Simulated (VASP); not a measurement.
Data:

```
CELL_PARAMETERS angstrom
      0.00000     3.07600     3.07600
      3.07600     0.00000     3.07600
      3.07600     3.07600     0.00000
ATOMIC_POSITIONS crystal
  Zn 0.00000 0.00000 0.00000
  Te 0.25000 0.25000 0.25000
```

Calculation: AM05 GGA, VASP's PBE PAW potentials (set 64) (plane waves; VASP). Run with 520 eV cut-off, 8×8×8 Γ-centred mesh, Gaussian smearing of 0.050 eV, potentials Zn Te.

Q: Give the stress tensor in GPa (positive for a compressed cell).

A: 
```
-1.32   0.00   0.00
 0.00  -1.32   0.00
 0.00   0.00  -1.32
```
The pressure is its mean diagonal, -1.32 GPa.

The compound is ZnTe in the zinc blende structure. This cell is one point of a volume scan, at 1.03 of the reference volume.
